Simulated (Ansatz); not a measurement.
# Is this WS3 stable against decomposition?

Level of theory: DFT PBE, scalar-relativistic, plane waves, PAW (Ansatz 0.2.0). Settings: cutoff 420 eV, Γ-centred meshes spaced at most about 0.3 Å⁻¹, and about 0.25 Å⁻¹ or finer for metals (2π included), Gaussian smearing. No spin polarisation.

The zero of energy is the elements' standard structures at the same level; no fitted shifts are applied.

All energies are static (0 K, no zero-point motion). Weakly bound directions are ill-defined at this level, which has no dispersion term (WS2 P6_3/mmc). These runs have no spin–orbit coupling, which can matter for W. The reference form of S is held partly by dispersion forces, which this level lacks.

The competitors are the elements and 1 reference phase of this chemical system (from databases or known types: WS2), relaxed at the same level; other known phases may be missing.

The candidate was reached from: random sheet. This is a two-dimensional sheet: the third axis spans vacuum and isn't periodic.

```xyz
4
Lattice="3.4353 0.0000 0.0000 0.0000 3.4353 0.0000 0.0000 0.0000 32.4745" Properties=species:S:1:pos:R:3 pbc="T T F"
W     0.0000    0.0000    9.0000
S     3.4353    0.0000   11.2890
S     3.4353    0.0000    6.7110
S     1.7177    1.7177    9.0000
```

Question: Is it stable, and against what?

Answer: Not stable. Its formation energy is 0.278 eV/atom. The lowest competing mixture at this composition is this:

| phase | space group | source | share of atoms | ΔE_f (eV/atom) |
| --- | --- | --- | --- | --- |
| S | - | element | 0.2500 | -0.0011 |
| WS2 | P6_3/mmc (No. 194) | Materials Project | 0.7500 | -0.833 |

The lowest database cell of S (-0.0011) lies slightly below the reference, hence the non-zero entry.

The mixture lies at -0.625 eV/atom, and the candidate lies 0.90 eV/atom above it. The rivals are bulk phases, so the margin includes the cost of making a free sheet.
